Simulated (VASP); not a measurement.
The system is SnTe.

```
Te Sn
1.0
     3.90470    0.00000    0.00000
     0.00000    3.90470    0.00000
     0.00000    0.00000    3.90470
Te Sn
1 1
Direct
  0.50000 0.50000 0.50000
  0.00000 0.00000 0.00000
```

Measurements of this composition are mostly on another form, of space group No. 225.

| Item | Value |
| --- | --- |
| Program | VASP 6.6.1 |
| Task | relaxation of cell and atoms |
| Functional | r2SCAN |
| Dispersion | rVV10 |
| Potentials or basis | VASP PAW PBE potentials, release 64 (Te, Sn_d) |
| Cutoff | 600 eV |
| k mesh | 7 × 7 × 7 |
| Occupations | gaussian, width 0.05 eV |
| Spin | no spin polarisation |

At the start: pressure -2.0 GPa; volume 29.77 Å³/atom.

Question: How do energy, volume and symmetry change on relaxing?

Answer: Over 3 steps the energy falls by 13.6 meV/atom and the volume is 27.93 Å³/atom (-6.2 %); space group Pm-3m (No. 221, to 0.05 Å).

Step by step:
| step | energy change (eV) | largest force (eV/Å) | pressure (GPa) | volume (Å³) |
| --- | --- | --- | --- | --- |
| 1 | 0.0000 | 0.0000 | -2.01 | 59.53 |
| 2 | -0.0265 | 0.0000 | -0.42 | 56.38 |
| 3 | -0.0271 | 0.0000 | 0.04 | 55.87 |

Final structure:
```
CELL_PARAMETERS angstrom
3.82287 0.00000 0.00000
0.00000 3.82287 0.00000
0.00000 0.00000 3.82287
ATOMIC_POSITIONS crystal
Te 0.50000 0.50000 0.50000
Sn 0.00000 0.00000 0.00000
```

Caveat: the PAW data sets were made with another functional, which shifts forces and pressure a little.
